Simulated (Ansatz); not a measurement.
# ScAl: hydrostatic pressure series

These are results of Ansatz 0.2.0, DFT PBEsol, scalar-relativistic, plane waves, PAW, not measurements. Settings: 420 eV cutoff, 12×12×12 k-mesh, Gaussian smearing of 0.10 eV, no spin polarisation.

Starting point, cell and atoms relaxed:

```
CELL_PARAMETERS angstrom
3.34440 0.00000 0.00000
0.00000 3.34440 0.00000
0.00000 0.00000 3.34440
ATOMIC_POSITIONS crystal
Sc 0.50000 0.50000 0.50000
Al 0.00000 0.00000 0.00000
```

Cell and atoms are relaxed at each pressure within the symmetry of the start, at zero temperature, so transitions that lower the symmetry aren't seen. The k-mesh given is that at zero pressure and may differ at others. a, b and c are the lengths of the cell vectors above.

```csv
P (GPa),V (Å³/atom),V/V0,a (Å),b (Å),c (Å)
-3,19.47,1.041,3.390,3.390,3.390
0,18.70,1.000,3.344,3.344,3.344
3,18.08,0.967,3.307,3.307,3.307
8,17.22,0.921,3.253,3.253,3.253
15,16.27,0.870,3.193,3.193,3.193
30,14.81,0.792,3.094,3.094,3.094
60,12.97,0.694,2.961,2.961,2.961
```

Q: What bulk modulus and pressure derivative fit these points?

A: A third-order Birch–Murnaghan fit gives B0 = 83 GPa and B0' = 3.8.